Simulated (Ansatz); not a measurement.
Computed with Ansatz, DFT PBE, scalar-relativistic, plane waves, PAW. All cells share a 420 eV cutoff and Γ-centred k meshes spaced at most about 0.3 Å⁻¹ (about 0.25 or finer for metals, 2π included). No spin polarisation in the final relaxations.

These are static total energies at zero pressure.

Two relaxed structures of Ge:

A.

```cif
data_structure
_symmetry_space_group_name_H-M 'P6_3/mmc'
_symmetry_Int_Tables_number 194
_cell_length_a 2.9883
_cell_length_b 2.9883
_cell_length_c 5.0045
_cell_angle_alpha 90.000
_cell_angle_beta 90.000
_cell_angle_gamma 120.000
_cell_volume 38.70
loop_
_atom_site_label
_atom_site_type_symbol
_atom_site_symmetry_multiplicity
_atom_site_Wyckoff_symbol
_atom_site_fract_x
_atom_site_fract_y
_atom_site_fract_z
_atom_site_occupancy
Ge1 Ge 2 d 0.33333 0.66667 0.75000 1
```

B.

```cif
data_structure
_symmetry_space_group_name_H-M 'Fmmm'
_symmetry_Int_Tables_number 69
_cell_length_a 5.0666
_cell_length_b 5.1185
_cell_length_c 6.5926
_cell_angle_alpha 90.000
_cell_angle_beta 90.000
_cell_angle_gamma 90.000
_cell_volume 170.97
loop_
_atom_site_label
_atom_site_type_symbol
_atom_site_symmetry_multiplicity
_atom_site_Wyckoff_symbol
_atom_site_fract_x
_atom_site_fract_y
_atom_site_fract_z
_atom_site_occupancy
Ge1 Ge 8 i 0.00000 0.00000 0.30864 1
```

Task: Which would you expect to be lower, and how large is the difference?

Result: B is lower, by 108 meV/atom. A has the hcp type, space group P6_3/mmc (No. 194), 19.4 Å³/atom and no gap on its mesh; B has space group Fmmm (No. 69), 21.4 Å³/atom and no gap. Counting all near atoms (those within 1.25 times the shortest such distance or 1.15 times the sum of covalent radii; the shortest distance is added where it is long for a bond), A has Ge 12 from 3.0 Å and B has Ge 5. The lower one is the more open, so pressure narrows the difference. Both come from invented guesses. The part of the Crystallography Open Database at hand lists Ge in space groups No. 64, 96, 227; no cell shown has one of them.

Cells relaxed within their symmetry can be saddle points.
